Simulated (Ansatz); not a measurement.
Runs of Ansatz 0.2.0 on TaN. The structure is cubic, space group Fm-3m (No. 225). Conventional cell: a = 4.423 Å, b = 4.423 Å, c = 4.423 Å, α = 90.00°, β = 90.00°, γ = 90.00°. Ta (site symmetry m-3m) is surrounded by 6 N at 2.21 Å. N (site symmetry m-3m) has 6 Ta at 2.21 Å as nearest neighbours. The cell comes from a database or a generator and needn't be the stable form of this composition.

```tsv
task	level	potentials or basis	spin	U	k mesh	gap on the mesh (eV)	pressure (GPa)
density of states	PBEsol	all-electron LAPW, scalar-relativistic	off	-	10 × 10 × 10	none	-10.7
density of states	PBEsol+U	all-electron LAPW, scalar-relativistic	off	Ta d U = 8 eV	10 × 10 × 10	none	-2.4
band structure	PBEsol	all-electron LAPW, relativistic spinors	SOC, no magnetisation	-	8 × 8 × 8	-	(a)
density of states	PBEsol+U	all-electron LAPW, scalar-relativistic	off	Ta d U = 6 eV	10 × 10 × 10	none	-4.9
band structure	PBEsol	all-electron LAPW, scalar-relativistic	off	-	10 × 10 × 10	-	-10.7
```

Alike in all rows: cell as given; cutoff (eV) 355; smearing fermi-dirac 0.05 eV; basis error allowed 0.001 eV/atom.

Q: Fill in the values left out.

A: (a) -10.4.

Caveats: U is the effective U less J, on atomic orbitals that reach past the spheres (some runs); U without spin polarisation on a metal has little footing (some runs); the k mesh is thin for a metal, which can move the energy by tens of meV per atom (some runs); spin-orbit coupling is left out, which moves the levels of the heavy elements (some runs).

A k mesh can miss the band edges, and rows without SOC leave out spin-orbit coupling on Ta.

A gap of «none» marks a metal or a gap under the smearing width.
